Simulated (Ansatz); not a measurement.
## Cs under changes of volume

One of the cells (123.104 Å³/atom); the others are scaled copies at fixed shape and fractional positions:

```xyz
1
Lattice="0.0000 3.9483 3.9483 3.9483 0.0000 3.9483 3.9483 3.9483 0.0000" Properties=species:S:1:pos:R:3 pbc="T T T"
Cs    0.0000    0.0000    0.0000
```

This isn't the form of Cs at room conditions, which is bcc.

```yaml
Program: Ansatz 0.2.0
Functional: r2SCAN
Potentials_or_basis: Ansatz PAW
Cutoff: "500 eV (not typed: the program's choice for these potentials)"
k_mesh: 6 × 6 × 6
Occupations: fermi-dirac, width 0.05 eV
Spin: no spin polarisation
```

```csv
volume (Å³/atom),energy over the lowest point (meV/atom),pressure (GPa)
115.718,5.38,0.2
118.180,3.00,0.1
120.642,?,?
123.104,0.37,0.0
125.566,0.00,0.0
128.028,0.20,0.0
130.490,0.91,-0.1
```

Task: What does the run at 120.642 Å³/atom give?

Result: Energy over the lowest point 1.35 meV/atom; pressure 0.1 GPa.

Worked out: A Birch-Murnaghan fit of order 3 (a polynomial in V^(-2/3)) to the other rows has its minimum at 125.91 Å³/atom with B0 = V·E''(V) = 1.9 GPa and B' = 3.4. It gives 1.35 meV/atom at 120.642 Å³/atom, against the run's 1.35, and -dE/dV = 0.1 GPa, against 0.1.

Energies are extrapolated to zero smearing.

Caveats: the PAW data sets come from PBE, with cores solved anew for the run's functional, which leaves a small shift of forces and pressure.
